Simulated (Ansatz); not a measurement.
## Y under pressure: fit and missing row

Y, P6_3/mmc, a = 3.599 Å, c = 11.572 Å. Ansatz: PBE, PAW, 420 eV, Γ-centred 15×15×4 mesh on 4 atoms, Gaussian smearing 0.10 eV; no spin polarisation. Cell and atoms are relaxed at each pressure, and no other structure is tried, so the rows at high pressure may lie past a change of phase.

```
V (Å³/atom) P (GPa)
          ?    59.99
     21.644    30.02
     25.148    15.00
     27.705     8.00
     30.330     2.98
     32.459     0.00
     35.419    -2.99
```

Problem. Take V0 = 32.459 Å³/atom, fit the third-order Birch–Murnaghan form to the other rows, and predict the missing volume.

Solution. With the Eulerian strain f = ½[(V0/V)^(2/3) − 1] and y = P/[3f(1 + 2f)^(5/2)], the form is the line y = B0 + 1.5 B0 (B0′ − 4) f. Rows (f, y): 0.15509, 32.8; 0.09273, 35.2; 0.05568, 36.8; 0.02313, 38.4; -0.02826, 40.8. Means f = 0.05967, y = 36.800; Σ(Δf)² = 0.01928, ΣΔfΔy = -0.8448; the slope is their ratio. y = 39.41 − 43.81 f GPa, so B0 = 39.4 GPa and B0′ = 4 + 2 × (-43.81)/(3 × 39.41) = 3.26. P = 59.99 GPa is met at f = 0.25344 (y = 28.31), so V = V0 (1 + 2f)^(−3/2) = 17.548 Å³/atom. The run gave 17.649 Å³/atom, so the fit is 0.101 Å³/atom too low, 0.57 % of the span of the series, against an rms of 0.020 Å³/atom on the fitted rows. The row lies outside the fitted range. A fourth-order term fitted to the same rows gives P = 61.41 GPa at this row's volume (the line 59.00, the run 59.99), no gain.